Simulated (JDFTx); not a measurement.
# CdO (Monteponite) (Fm-3m) in JDFTx: further runs

Runs on CdO (Monteponite). Level: LDA. Tasks: equation of state.

All numbers are computed with JDFTx 1.7.0 (patched build); they aren't measurements. Logs are shortened: lines on timing, memory, paths and dates and some standing lists are left out, and cuts for length are marked. The log counts tension as positive stress, the text compression.

## (1) The crystal as given

The structure is cubic, space group Fm-3m (No. 225). The conventional cell has a = 4.699 Å, b = 4.699 Å, c = 4.699 Å, α = 90.00°, β = 90.00°, γ = 90.00°. Around Cd (site symmetry m-3m) lie 6 O at 2.35 Å. Around O (site symmetry m-3m) lie 6 Cd at 2.35 Å.

## (2) Equation of state, LDA, 12.19 Å³/atom (volume scaled by 0.94)

The input, CdO.in:

```
lattice \
    0.0000000000     2.3015375624     2.3015375624 \
    2.3015375624     0.0000000000     2.3015375624 \
    2.3015375624     2.3015375624     0.0000000000
latt-scale 1.889726124626 1.889726124626 1.889726124626
coords-type Lattice
ion Cd     0.0000000000     0.0000000000     0.0000000000 1
ion O      0.5000000000     0.5000000000     0.5000000000 1

ion-species pseudo/Cd.upf
ion-species pseudo/O.upf
elec-cutoff 51 408
elec-ex-corr lda-PW
kpoint-folding 10 10 10
elec-smearing Fermi 0.0018374661
elec-n-bands 19
electronic-SCF nIterations 100 energyDiffThreshold 1e-09
electronic-minimize nIterations 30 energyDiffThreshold 1e-7
forces-output-coords Cartesian

dump-name run.$VAR
dump End Ecomponents EigStats BandEigs Kpoints Forces Stress ElecDensity Dtot KEdensity
```

Potentials or basis: PseudoDojo-SR-LDA-0.4.1-standard with smoothed tails.

Launch:

```bash
$ jdftx -c 1 -i CdO.in -o CdO.out
```

Output:

```text
*************** JDFTx 1.7.0 (patched build) ***************

[... 9 lines left out ...]
---------- Initializing the Grid ----------
R =
[            0      4.34928      4.34928  ]
[      4.34928            0      4.34928  ]
[      4.34928      4.34928            0  ]
unit cell volume = 164.544
G =
[  -0.722325   0.722325   0.722325  ]
[   0.722325  -0.722325   0.722325  ]
[   0.722325   0.722325  -0.722325  ]
Minimum fftbox size, Smin = [  56  56  56  ]
Chosen fftbox size, S = [  56  56  56  ]

---------- Initializing tighter grid for wavefunction operations ----------
R =
[            0      4.34928      4.34928  ]
[      4.34928            0      4.34928  ]
[      4.34928      4.34928            0  ]
unit cell volume = 164.544
G =
[  -0.722325   0.722325   0.722325  ]
[   0.722325  -0.722325   0.722325  ]
[   0.722325   0.722325  -0.722325  ]
Minimum fftbox size, Smin = [  40  40  40  ]
Chosen fftbox size, S = [  40  40  40  ]

---------- Exchange Correlation functional ----------
Initalized Slater LDA exchange.
Initalized Perdew-Wang LDA correlation.

---------- Setting up pseudopotentials ----------
Width of ionic core gaussian charges (only for fluid interactions / plotting) set to 0

Reading pseudopotential file 'pseudo/Cd.upf':
  'Cd' pseudopotential, 'SLA  PW   NOGX NOGC' functional
  Generated using ONCVPSP code by D. R. Hamann
  20 valence electrons, 4 orbitals, 6 projectors, 1001 radial grid points, with lMax = 2
    4S    l: 0   occupation:  2.0   eigenvalue: -3.889722
    4P    l: 1   occupation:  6.0   eigenvalue: -2.461797
    4D    l: 2   occupation: 10.0   eigenvalue: -0.437264
    5S    l: 0   occupation:  2.0   eigenvalue: -0.218845
  Core radius for overlap checks: 1.32 bohrs.

Reading pseudopotential file 'pseudo/O.upf':
  'O' pseudopotential, 'SLA  PW   NOGX NOGC' functional
  Generated using ONCVPSP code by D. R. Hamann
  6 valence electrons, 2 orbitals, 5 projectors, 926 radial grid points, with lMax = 2
    2S    l: 0   occupation:  2.0   eigenvalue: -0.872925
    2P    l: 1   occupation:  4.0   eigenvalue: -0.338004
  Core radius for overlap checks: 1.39 bohrs.

Initialized 2 species with 2 total atoms.

Folded 1 k-points by 10x10x10 to 1000 k-points.

---------- Setting up k-points, bands, fillings ----------
Reduced to 47 k-points under symmetry.
Computing the number of bands and number of electrons
Calculating initial fillings.
nElectrons:  26.000000   nBands: 19   nStates: 47

----- Setting up reduced wavefunction bases (one per k-point) -----
average nbasis = 2862.827 , ideal nbasis = 2862.398

---------- Setting up ewald sum ----------
Optimum gaussian width for ewald sums = 1.975366 bohr.
Real space sum over 1331 unit cells with max indices [  5  5  5  ]
Reciprocal space sum over 2197 terms with max indices [  6  6  6  ]

---------- Allocating electronic variables ----------
Initializing wave functions:  linear combination of atomic orbitals
Note: number of bands (19) exceeds available atomic orbitals (14)
Cd pseudo-atom occupations:   s ( 2 2 )  p ( 6 )  d ( 10 )
O pseudo-atom occupations:   s ( 2 )  p ( 4 )
	FillingsUpdate:  mu: +0.720480350  nElectrons: 26.000000
LCAOMinimize: Iter:   0  F: -183.9923450903904154  |grad|_K:  6.661e-03  alpha:  1.000e+00
	FillingsUpdate:  mu: +0.569093324  nElectrons: 26.000000
LCAOMinimize: Iter:   1  F: -184.1323007492798070  |grad|_K:  1.262e-03  alpha:  2.893e-01  linmin: -3.892e-01  cgtest:  9.045e-01
LCAOMinimize: Encountered beta<0, resetting CG.
[... 7 lines of inner loops ...]
LCAOMinimize: Iter:   5  F: -184.1368595837617761  |grad|_K:  6.297e-07  alpha:  7.551e-01  linmin: -5.144e-04  cgtest:  2.037e-03
	FillingsUpdate:  mu: +0.534620944  nElectrons: 26.000000
LCAOMinimize: Iter:   6  F: -184.1368595866637179  |grad|_K:  9.567e-08  alpha:  8.623e-01  linmin:  1.354e-04  cgtest: -1.583e-03
LCAOMinimize: Converged (|Delta F|<1.000000e-06 for 2 iters).

-------- Electronic minimization -----------
Will mix electronic density at each iteration.
	FillingsUpdate:  mu: +0.534620944  nElectrons: 26.000000
	FillingsUpdate:  mu: +0.529046267  nElectrons: 26.000000
SCF: Cycle:  0   F: -184.172225190875992   dF: -3.537e-02   |Residual|: 9.266e-02   |deigs|: 7.470e-01
	FillingsUpdate:  mu: +0.504435279  nElectrons: 26.000000
SCF: Cycle:  1   F: -184.180038837081042   dF: -7.814e-03   |Residual|: 2.458e-02   |deigs|: 1.238e-02
	FillingsUpdate:  mu: +0.509864238  nElectrons: 26.000000
SCF: Cycle:  2   F: -184.180850384082845   dF: -8.115e-04   |Residual|: 5.937e-03   |deigs|: 3.532e-03
	FillingsUpdate:  mu: +0.509954238  nElectrons: 26.000000
SCF: Cycle:  3   F: -184.180852379938045   dF: -1.996e-06   |Residual|: 2.292e-03   |deigs|: 2.675e-04
	FillingsUpdate:  mu: +0.510083934  nElectrons: 26.000000
SCF: Cycle:  4   F: -184.180853444605248   dF: -1.065e-06   |Residual|: 3.544e-04   |deigs|: 3.057e-04
	FillingsUpdate:  mu: +0.510136436  nElectrons: 26.000000
SCF: Cycle:  5   F: -184.180853710373725   dF: -2.658e-07   |Residual|: 1.397e-04   |deigs|: 9.684e-05
	FillingsUpdate:  mu: +0.510146212  nElectrons: 26.000000
SCF: Cycle:  6   F: -184.180853847104970   dF: -1.367e-07   |Residual|: 2.638e-05   |deigs|: 5.545e-04
	FillingsUpdate:  mu: +0.510143768  nElectrons: 26.000000
SCF: Cycle:  7   F: -184.180853902643349   dF: -5.554e-08   |Residual|: 1.332e-05   |deigs|: 4.830e-04
	FillingsUpdate:  mu: +0.510141966  nElectrons: 26.000000
SCF: Cycle:  8   F: -184.180853938638336   dF: -3.599e-08   |Residual|: 3.697e-06   |deigs|: 1.834e-04
	FillingsUpdate:  mu: +0.510141422  nElectrons: 26.000000
SCF: Cycle:  9   F: -184.180853952120685   dF: -1.348e-08   |Residual|: 2.088e-06   |deigs|: 1.164e-04
	FillingsUpdate:  mu: +0.510141555  nElectrons: 26.000000
SCF: Cycle: 10   F: -184.180853962832629   dF: -1.071e-08   |Residual|: 1.527e-06   |deigs|: 1.813e-04
	FillingsUpdate:  mu: +0.510141686  nElectrons: 26.000000
SCF: Cycle: 11   F: -184.180853966766705   dF: -3.934e-09   |Residual|: 1.715e-06   |deigs|: 1.132e-04
	FillingsUpdate:  mu: +0.510141450  nElectrons: 26.000000
SCF: Cycle: 12   F: -184.180853970490489   dF: -3.724e-09   |Residual|: 1.304e-06   |deigs|: 3.615e-04
	FillingsUpdate:  mu: +0.510141433  nElectrons: 26.000000
SCF: Cycle: 13   F: -184.180853971619598   dF: -1.129e-09   |Residual|: 1.527e-06   |deigs|: 1.686e-04
	FillingsUpdate:  mu: +0.510141457  nElectrons: 26.000000
SCF: Cycle: 14   F: -184.180853972783495   dF: -1.164e-09   |Residual|: 2.447e-06   |deigs|: 8.224e-05
	FillingsUpdate:  mu: +0.510141444  nElectrons: 26.000000
SCF: Cycle: 15   F: -184.180853973157156   dF: -3.737e-10   |Residual|: 2.549e-06   |deigs|: 5.399e-05
	FillingsUpdate:  mu: +0.510141382  nElectrons: 26.000000
SCF: Cycle: 16   F: -184.180853973544515   dF: -3.874e-10   |Residual|: 2.222e-06   |deigs|: 1.042e-04
SCF: Converged (|Delta E|<1.000000e-09 for 2 iters).

Setting wave functions to eigenvectors of Hamiltonian

# Stress tensor in Cartesian coordinates [Eh/a0^3]:
[ -0.000123543            0            0  ]
[            0 -0.000123543            0  ]
[            0            0 -0.000123543  ]

# Ionic positions in lattice coordinates:
ion Cd   0.000000000000000   0.000000000000000   0.000000000000000 1
ion O   0.500000000000000   0.500000000000000   0.500000000000000 1

# Forces in Cartesian coordinates:
force Cd  -0.000000000000000   0.000000000000000  -0.000000000000000 1
force O  -0.000000000000000   0.000000000000000   0.000000000000000 1

# Energy components:
   Eewald =     -129.9374846632191236
       EH =       47.3637928411257505
     Eloc =     -154.7430608945196866
      Enl =        1.1598803112356264
      Exc =      -28.2374199563544792
 Exc_core =        7.6100176567524827
       KE =       72.6034396662946051
-------------------------------------
     Etot =     -184.1808350386848474
       TS =        0.0000189348596768
-------------------------------------
        F =     -184.1808539735445152

IonicMinimize: Iter:   0  F: -184.180853973544515  |grad|_K:  1.172e-41
IonicMinimize: Converged (|grad|_K<1.000000e-04).

#--- Lowdin population analysis ---
# oxidation-state Cd +1.348
# oxidation-state O -1.170

Dumping 'run.eigStats' ...
	eMin: -3.178696 at state 0 ( [ +0.000000 +0.000000 +0.000000 ] spin 0 )
	HOMO: +0.504421 at state 5 ( [ +0.000000 +0.000000 +0.500000 ] spin 0 )
	mu  : +0.510141
	LUMO: +0.527076 at state 1 ( [ +0.000000 +0.000000 +0.100000 ] spin 0 )
	eMax: +1.415126 at state 22 ( [ +0.000000 +0.300000 +0.300000 ] spin 0 )
	HOMO-LUMO gap: +0.022655
	Optical gap  : +0.077329 at state 1 ( [ +0.000000 +0.000000 +0.100000 ] spin 0 )
Done!
[note: the HOMO, LUMO and gaps printed at the end count levels as full or empty at half filling, so they show a gap where a level is partly filled]
```

Run time: 63 s. Hardware: 1 thread of Intel Xeon 6975P-C (Granite Rapids), shared host; peak memory 0.15 GiB.

What came out:

* Free energy: -5011.8164 eV
* Pressure: 3.6 GPa
* Band gap on the k mesh: none (metal or under the smearing width)
* Loewdin charges: Cd +1.35; O -1.17 e

## (3) Equation of state, LDA, 12.45 Å³/atom (volume scaled by 0.96)

Edit CdO.in of step 2 so:

```diff
@@ -1,5 +1,5 @@
 lattice \
-    0.0000000000     2.3015375624     2.3015375624 \
-    2.3015375624     0.0000000000     2.3015375624 \
-    2.3015375624     2.3015375624     0.0000000000
+    0.0000000000     2.3177461075     2.3177461075 \
+    2.3177461075     0.0000000000     2.3177461075 \
+    2.3177461075     2.3177461075     0.0000000000
 latt-scale 1.889726124626 1.889726124626 1.889726124626
@@ -21,2 +21,2 @@
 dump-name run.$VAR
-dump End Ecomponents EigStats BandEigs Kpoints Forces Stress ElecDensity Dtot KEdensity
+dump End Ecomponents EigStats BandEigs Kpoints Forces Stress
```

Potentials or basis: PseudoDojo-SR-LDA-0.4.1-standard with smoothed tails.

Launch:

```bash
$ jdftx -c 1 -i CdO.in -o CdO.out
```

It took 64 s on 1 thread of Intel Xeon 6975P-C (Granite Rapids), shared host; peak memory 0.16 GiB.

The run converged. Its results:

* Free energy: -5011.8225 eV
* Pressure: 0.0 GPa
* Band gap on the k mesh: none (metal or under the smearing width)
* Loewdin charges: Cd +1.34; O -1.16 e

## (4) Equation of state, LDA, 12.71 Å³/atom (volume scaled by 0.98)

Edit CdO.in of step 3 so:

```diff
@@ -1,5 +1,5 @@
 lattice \
-    0.0000000000     2.3177461075     2.3177461075 \
-    2.3177461075     0.0000000000     2.3177461075 \
-    2.3177461075     2.3177461075     0.0000000000
+    0.0000000000     2.3337310685     2.3337310685 \
+    2.3337310685     0.0000000000     2.3337310685 \
+    2.3337310685     2.3337310685     0.0000000000
 latt-scale 1.889726124626 1.889726124626 1.889726124626
```

Launch:

```bash
$ jdftx -c 1 -i CdO.in -o CdO.out
```

It took 95 s on 1 thread of Intel Xeon 6975P-C (Granite Rapids), shared host; peak memory 0.16 GiB.

Results (log left out):

```
Free energy            : -5011.8177 eV
Pressure               : -3.2 GPa
Band gap on the k mesh : none (metal or under the smearing width)
Loewdin charges        : Cd +1.34; O -1.16 e
```

## (5) Equation of state, LDA, 12.97 Å³/atom

Edit CdO.in of step 4 so:

```diff
@@ -1,5 +1,5 @@
 lattice \
-    0.0000000000     2.3337310685     2.3337310685 \
-    2.3337310685     0.0000000000     2.3337310685 \
-    2.3337310685     2.3337310685     0.0000000000
+    0.0000000000     2.3495000000     2.3495000000 \
+    2.3495000000     0.0000000000     2.3495000000 \
+    2.3495000000     2.3495000000     0.0000000000
 latt-scale 1.889726124626 1.889726124626 1.889726124626
```

Launch:

```bash
$ jdftx -c 1 -i CdO.in -o CdO.out
```

Wall time 91 s (1 thread of Intel Xeon 6975P-C (Granite Rapids), shared host); peak memory 0.16 GiB.

It converged, with:

```
Free energy            : -5011.8031 eV
Pressure               : -6.0 GPa
Band gap on the k mesh : none (metal or under the smearing width)
Loewdin charges        : Cd +1.33; O -1.15 e
```

## (6) Equation of state, LDA, 13.23 Å³/atom (volume scaled by 1.02)

Edit CdO.in of step 5 so:

```diff
@@ -1,5 +1,5 @@
 lattice \
-    0.0000000000     2.3495000000     2.3495000000 \
-    2.3495000000     0.0000000000     2.3495000000 \
-    2.3495000000     2.3495000000     0.0000000000
+    0.0000000000     2.3650600561     2.3650600561 \
+    2.3650600561     0.0000000000     2.3650600561 \
+    2.3650600561     2.3650600561     0.0000000000
 latt-scale 1.889726124626 1.889726124626 1.889726124626
```

Potentials or basis: PseudoDojo-SR-LDA-0.4.1-standard with smoothed tails.

Launch:

```bash
$ jdftx -c 1 -i CdO.in -o CdO.out
```

Wall time 98 s (1 thread of Intel Xeon 6975P-C (Granite Rapids), shared host); peak memory 0.16 GiB.

The run converged. Its results:

```yaml
Free_energy: -5011.7799 eV
Pressure: -8.5 GPa
Band_gap_on_the_k_mesh: none (metal or under the smearing width)
Loewdin_charges: Cd +1.33; O -1.15 e
```

## (7) Equation of state, LDA, 13.49 Å³/atom (volume scaled by 1.04)

Edit CdO.in of step 6 so:

```diff
@@ -1,5 +1,5 @@
 lattice \
-    0.0000000000     2.3650600561     2.3650600561 \
-    2.3650600561     0.0000000000     2.3650600561 \
-    2.3650600561     2.3650600561     0.0000000000
+    0.0000000000     2.3804180193     2.3804180193 \
+    2.3804180193     0.0000000000     2.3804180193 \
+    2.3804180193     2.3804180193     0.0000000000
 latt-scale 1.889726124626 1.889726124626 1.889726124626
```

Launch:

```bash
$ jdftx -c 1 -i CdO.in -o CdO.out
```

Wall time 94 s (1 thread of Intel Xeon 6975P-C (Granite Rapids), shared host); peak memory 0.17 GiB.

The run converged. Its results:

- Free energy: -5011.7490 eV
- Pressure: -10.7 GPa
- Band gap on the k mesh: none (metal or under the smearing width)
- Loewdin charges: Cd +1.32; O -1.14 e

## (8) Equation of state, LDA, 13.75 Å³/atom (volume scaled by 1.06)

Edit CdO.in of step 7 so:

```diff
@@ -1,5 +1,5 @@
 lattice \
-    0.0000000000     2.3804180193     2.3804180193 \
-    2.3804180193     0.0000000000     2.3804180193 \
-    2.3804180193     2.3804180193     0.0000000000
+    0.0000000000     2.3955803263     2.3955803263 \
+    2.3955803263     0.0000000000     2.3955803263 \
+    2.3955803263     2.3955803263     0.0000000000
 latt-scale 1.889726124626 1.889726124626 1.889726124626
```

Launch:

```bash
$ jdftx -c 1 -i CdO.in -o CdO.out
```

Run time: 93 s. Hardware: 1 thread of Intel Xeon 6975P-C (Granite Rapids), shared host; peak memory 0.17 GiB.

Results (log left out):

```
Free energy            : -5011.7114 eV
Pressure               : -12.7 GPa
Band gap on the k mesh : none (metal or under the smearing width)
Loewdin charges        : Cd +1.32; O -1.14 e
```

## (9) Equation of state, LDA

Potentials or basis: PseudoDojo-SR-LDA-0.4.1-standard with smoothed tails.

This step only gathers the single runs of the series.

Results:

```yaml
Equilibrium_volume: 12.46 Å³/atom
Bulk_modulus: 162 GPa
Pressure_derivative_of_the_bulk_modulus: 4.8
```

Energy against volume, from the lowest point:
| volume (Å³/atom) | energy (meV/atom) |
| --- | --- |
| 12.191 | 3.07 |
| 12.451 | 0.00 |
| 12.710 | 2.42 |
| 12.970 | 9.71 |
| 13.229 | 21.31 |
| 13.488 | 36.74 |
| 13.748 | 55.55 |

LDA usually gives volumes a few per cent too small. Zero-point motion and thermal expansion aren't in these numbers.

## (10) For comparison

An earlier run on the cell as given: functional PBEsol; potentials or basis PseudoDojo-SR-PBEsol-0.4.1-standard with smoothed tails; cutoff 1388 eV; density cutoff 11102 eV; k mesh 10 × 10 × 10; occupations fermi-dirac, width 0.05 eV; no spin polarisation.

* Pressure: -0.8 GPa
* Band gap on the k mesh: none (metal or under the smearing width)
* Loewdin charges: Cd +1.34; O -1.16 e
